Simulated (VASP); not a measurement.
# Pd (P6_3/mmc) in VASP: further runs

The runs below take Pd through single point, with PBE.

Everything below comes from runs of VASP 6.6.1. Logs are shortened: lines on timing, memory, paths and dates and some standing lists are left out, and cuts for length are marked.

**1. Starting point**

The structure is hexagonal, space group P6_3/mmc (No. 194). Conventional cell: a = 2.784 Å, b = 2.784 Å, c = 4.629 Å, α = 90.00°, β = 90.00°, γ = 120.00°. Around Pd (site symmetry -6m2) lie 12 Pd at 2.78 to 2.82 Å.

This isn't the form of Pd at room conditions, which is fcc.

**2. Single point, PBE**

Contents of INCAR:

```
SYSTEM = Pd
PREC = Accurate ; ENCUT = 350
EDIFF = 1E-6 ; ISMEAR = -1
SIGMA = 0.2 ; LREAL = .FALSE.
LASPH = .TRUE. ; NELM = 100
ALGO = Normal ; ISIF = 2
LWAVE = .FALSE. ; LCHARG = .FALSE.
GGA = PE ; ADDGRID = .FALSE.
```

Contents of KPOINTS:

```
Automatic mesh
0
G
  20 20 11
  0 0 0
```

Contents of POSCAR:

```
Pd
1.0
    2.7836650458      0.0000000000      0.0000000000
   -1.3918325229      2.4107246453      0.0000000000
    0.0000000000      0.0000000000      4.6288930000
Pd
2
Direct
    0.3690330000      0.6707680000      0.2457130000
    0.7034100000      0.3270270000      0.7475630000
```

Potentials or basis: VASP PAW PBE potentials, release 64 (Pd).

Command:

```bash
> cat potpaw_PBE.64/Pd/POTCAR > POTCAR
> mpirun -np 1 vasp_std > vasp.out
```

OUTCAR:

```text
SYSTEM = Pd
   PREC = Accurate
   ENCUT = 350
   EDIFF = 1E-6
   ISMEAR = -1
   LREAL = .FALSE.
   LASPH = .TRUE.
   NELM = 100
   ISIF = 2
   GGA = PE

 Found   2202 irreducible k-points:

 Following reciprocal coordinates:
            Coordinates               Weight
  0.000000  0.000000  0.000000      1.000000
  0.050000  0.000000  0.000000      2.000000
  0.000000  0.050000  0.000000      2.000000
 -0.050000  0.050000  0.000000      2.000000
  0.100000  0.000000  0.000000      2.000000
  0.000000  0.100000  0.000000      2.000000
   k-points           NKPTS =   2202   k-points in BZ     NKDIM =   2202   number of bands    NBANDS=     14
   number of dos      NEDOS =    301   number of ions     NIONS =      2
   total plane-waves  NPLWV =   9072
   dimension x,y,z NGX =    18 NGY =   18 NGZ =   28
   dimension x,y,z NGXF=    36 NGYF=   36 NGZF=   56
   ions per type =               2
   NGX,Y,Z   is equivalent  to a cutoff of  10.75, 10.75, 10.06 a.u.
   NGXF,Y,Z  is equivalent  to a cutoff of  21.50, 21.50, 20.11 a.u.
 SYSTEM =  Pd
   PREC   = accura    normal or accurate (medium, high low for compatibility)
   ISTART =      0    job   : 0-new  1-cont  2-samecut
   ICHARG =      2    charge: 1-file 2-atom 10-const
   ISPIN  =      1    spin polarized calculation?
   LNONCOLLINEAR =      F non collinear calculations
   LSORBIT =      F    spin-orbit coupling
   LASPH  =      T    aspherical Exc in radial PAW
   ENCUT  =  350.0 eV  25.72 Ry    5.07 a.u.   4.25  4.25  7.06*2*pi/ulx,y,z
   NELM   =    100;   NELMIN=  2; NELMDL= -5     # of ELM steps
   EDIFF  = 0.1E-05   stopping-criterion for ELM
   LREAL  =      F    real-space projection
   EDIFFG = 0.1E-04   stopping-criterion for IOM
   NSW    =      0    number of steps for IOM
   IBRION =     -1    ionic relax: 0-MD 1-quasi-New 2-CG
   NFREE  =      0    steps in history (QN), initial steepest desc. (CG)
   ISIF   =      2    stress and relaxation
   ISYM   =      2    0-nonsym 1-usesym 2-fastsym
   POTIM  = 0.5000    time-step for ionic-motion
   TEBEG  =    0.0;   TEEND  =   0.0 temperature during run
   PSTRESS=    0.0 pullay stress
   NELECT =      20.0000    total number of electrons
   NUPDOWN=      -1.0000    fix difference up-down
   EMIN   =  10.00;   EMAX   =-10.00  energy-range for DOS
   EFERMI =   0.00;   METHOD = LEGACY
   ISMEAR =    -1;   SIGMA  =   0.20  broadening in eV -4-tet -1-fermi 0-gaus
   EFERMI_NEDOS =   21; number of points for ismear=-14 and -15
   IALGO  =     38    algorithm
   IMIX   =      4    mixing-type and parameters
     AMIX     =   0.40;   BMIX     =  1.00
     AMIX_MAG =   1.60;   BMIX_MAG =  1.00
  volume/ion in A,a.u.               =      15.53       104.81
  Fermi-wavevector in a.u.,A,eV,Ry     =   1.413636  2.671385 27.189429  1.998367
  Thomas-Fermi vector in A             =   2.535261
   LORBIT       =      0    0 simple, 1 ext, 2 COOP (PROOUT), +10 PAW based schemes
   GGA     = PE    functional components
   LHFCALC =     F    Hartree Fock is set to
   AEXX    =    0.0000 exact exchange contribution
   IVDW    =     0    specifies the selected vdW correction
   LEPSILON=     F    determine dielectric tensor
   LRPA    =     F    only Hartree local field effects (RPA)
 non-spin polarized calculation
  energy-cutoff  :      350.00
  volume of cell :       31.06
 maximum number of plane-waves:       476
 NGX is ok and might be reduce to    18
   NGX =  9   NGY =  9   NGZ = 15

 number of electron      20.0000000 magnetization

 Free energy of the ion-electron system (eV)
  ---------------------------------------------------
  ext. energy  EPLUGINS =         0.00000000
  ---------------------------------------------------
  free energy    TOTEN  =       -10.62595385 eV

  energy without entropy =      -10.21536732  energy(sigma->0) =      -10.42066059

 E-fermi :   9.0479     XC(G=0): -12.8646

 val. band max:        9.0477026965   @ k =  -0.0500  -0.4500  -0.2727
 cond. band min:       9.0493481105   @ k =  -0.4500  -0.0500   0.3636
 fundamental gap:      0.0016454140
 Fermi energy:         9.0478608236

 k-point     1 :       0.0000    0.0000    0.0000
  band No.  band energies     occupation
      1       2.1877      2.00000
      2       4.0214      2.00000
      3       6.2240      2.00000
      4       6.4170      2.00000
      5       6.4381      2.00000
      6       6.7409      1.99998
      7       6.7676      1.99998
      8       7.3292      1.99963
      9       7.4300      1.99939
     10       8.6596      1.74902
     11       8.7543      1.62540
     12       9.9136      0.02603
     13      15.5885      0.00000
     14      26.0154      0.00000

 k-point     2 :       0.0500    0.0000    0.0000
  band No.  band energies     occupation
      1       2.2665      2.00000
      2       4.0777      2.00000
      3       6.1760      2.00000
      4       6.4621      2.00000
      5       6.4845      1.99999
      6       6.7270      1.99998
      7       6.8045      1.99997
      8       7.2845      1.99970
      9       7.3876      1.99950
     10       8.3392      1.94379
     11       8.7214      1.67292
     12      10.3762      0.00261
     13      15.5914      0.00000
     14      26.0345      0.00000

 k-point     3 :       0.0000    0.0500    0.0000
  band No.  band energies     occupation
      1       2.2666      2.00000
      2       4.0782      2.00000
      3       6.1730      2.00000
      4       6.4587      2.00000
      5       6.4884      1.99999
      6       6.7419      1.99998
      7       6.7916      1.99997
      8       7.2783      1.99971
      9       7.3938      1.99949
     10       8.3673      1.93557
     11       8.6862      1.71834
     12      10.3835      0.00251
     13      15.5913      0.00000
     14      26.0272      0.00000

 k-point     4 :      -0.0500    0.0500    0.0000
  band No.  band energies     occupation
      1       2.2664      2.00000
      2       4.0770      2.00000
      3       6.1797      2.00000
      4       6.4682      1.99999
      5       6.4777      1.99999
      6       6.7151      1.99998
      7       6.8141      1.99997
      8       7.2971      1.99968
      9       7.3743      1.99954
     10       8.3085      1.95159
     11       8.7628      1.61227
     12      10.3659      0.00274
     13      15.5916      0.00000
     14      26.0439      0.00000

 k-point     5 :       0.1000    0.0000    0.0000
  band No.  band energies     occupation
      1       2.4976      2.00000
      2       4.2353      2.00000
      3       6.0584      2.00000
      4       6.5456      1.99999
      5       6.6322      1.99999
      6       6.6854      1.99999
      7       6.9426      1.99995
      8       7.1044      1.99988
      9       7.2738      1.99972
     10       7.8193      1.99571
     11       8.7553      1.62386
     12      11.2252      0.00004
     13      15.6031      0.00000
     14      25.8776      0.00000

 k-point     6 :       0.0000    0.1000    0.0000
  band No.  band energies     occupation
      1       2.4979      2.00000
      2       4.2373      2.00000
      3       6.0514      2.00000
      4       6.5319      1.99999
      5       6.6386      1.99999
      6       6.7089      1.99998
      7       6.9312      1.99995
      8       7.0907      1.99989
      9       7.2953      1.99969
     10       7.8287      1.99550
     11       8.7264      1.66605
     12      11.2377      0.00004
     13      15.6028      0.00000
     14      25.8485      0.00000

 [... further k-points ...]
[... 5 lines left out ...]
  --------------------------------------------------------------------------------------
  -------------------------------------------------------------------------------------
  Total       -0.2719933     -0.1874561     -0.4542273      0.0285481     -0.0025024      0.0016779
  in kB      -14.0290132     -9.6687082    -23.4283698      1.4724694     -0.1290695      0.0865433
  external PRESSURE =     -15.7086971 kB  Pullay stress =       0.0000000 kB

 VOLUME and BASIS-vectors are now :
 -----------------------------------------------------------------------------
  energy-cutoff  :      350.00
  volume of cell :       31.06
      direct lattice vectors                 reciprocal lattice vectors
     2.783665046  0.000000000  0.000000000     0.359238624  0.207406516  0.000000000
    -1.391832523  2.410724645  0.000000000     0.000000000  0.414813032  0.000000000
     0.000000000  0.000000000  4.628893000     0.000000000  0.000000000  0.216034374

 POSITION                                       TOTAL-FORCE (eV/Angst)
 -----------------------------------------------------------------------------------
      0.09367      1.61704      1.13738         0.020826     -0.033104      0.065811
      1.50289      0.78837      3.46039        -0.020826      0.033104     -0.065811
 -----------------------------------------------------------------------------------
    total drift:                               -0.000028     -0.000001      0.000140

  FREE ENERGIE OF THE ION-ELECTRON SYSTEM (eV)
  ---------------------------------------------------
  free  energy   TOTEN  =       -10.6259538543 eV

  energy  without entropy=      -10.2153673219  energy(sigma->0) =      -10.42066059
```

It took 3.2 min on 1 thread of AMD EPYC 9R45 (Zen 5), shared host; peak memory 0.51 GiB.

The run converged, but some of its settings lie outside the range that counts as converged, so its numbers aren't taken as properties of the crystal.

Results:

```yaml
Free_energy: -10.6260 eV
Pressure: -1.6 GPa
Largest_force: 0.077 eV/Å
Band_gap_on_the_k_mesh: none (metal or under the smearing width)
```

[end of part 1 of 2]
